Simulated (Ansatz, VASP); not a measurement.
# Lu in VASP and in Ansatz

```
Lu
1.0
    -1.94906    1.94906    1.94906
     1.94906   -1.94906    1.94906
     1.94906    1.94906   -1.94906
Lu
1
Direct
  0.00000 0.00000 0.00000
```

Alike in both runs: task single point; functional PBE; k mesh 16 × 16 × 16; occupations gaussian, width 0.05 eV; no spin polarisation.

```csv
,VASP,Ansatz
version,VASP 6.6.1,Ansatz 0.2.0
potentials or method,"VASP PAW PBE potentials, release 64 (Lu)","scalar-relativistic, plane waves, PAW"
plane-wave cutoff (eV),520,420
valence electrons in the cell,25,25
```

|  | VASP | Ansatz | Ansatz less VASP |
| --- | --- | --- | --- |
| gap on the k mesh at the Fermi level (eV) | none | none | - |
| pressure (GPa) | 0.1 | 0.0 | -0.11 |

A gap of «none» marks a metal or a gap that the smearing closes.

Spin-orbit coupling is left out, which matters for the levels of Lu.
